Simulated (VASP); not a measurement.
Runs of VASP 6.6.1 on As. Symmetry: Im-3m, No. 229, cubic system. Conventional cell: a = 3.320 Å, b = 3.320 Å, c = 3.320 Å, α = 90.00°, β = 90.00°, γ = 90.00°. Around As (site symmetry m-3m) lie 8 As at 2.88 Å. The cell was built by a generator and needn't be a form met in nature.

```csv
task,cell,k mesh,cutoff (eV),gap on the mesh (eV),pressure (GPa)
relaxation of cell and atoms,relaxed,13 × 13 × 13,600,none,0.0
single point,"Im-3m, 18.13 Å³/atom",13 × 13 × 13,520,none,0.2
single point,"Im-3m, 17.41 Å³/atom",15 × 15 × 15,520,none,4.5
single point,"Im-3m, 18.13 Å³/atom",22 × 22 × 22,520,none,(a)
```

Alike in all rows: level PBEsol; potentials or basis VASP PAW PBE potentials, release 64 (As); no spin polarisation; smearing fermi-dirac 0.1 eV.

Estimate the missing entries.

(a) 0.5.

Caveats: the PAW data sets were made with another functional, which shifts forces and pressure a little.

A k mesh can miss the band edges, and the runs leave out spin-orbit coupling on As.

A gap of «none» marks a metal or a gap under the smearing width.
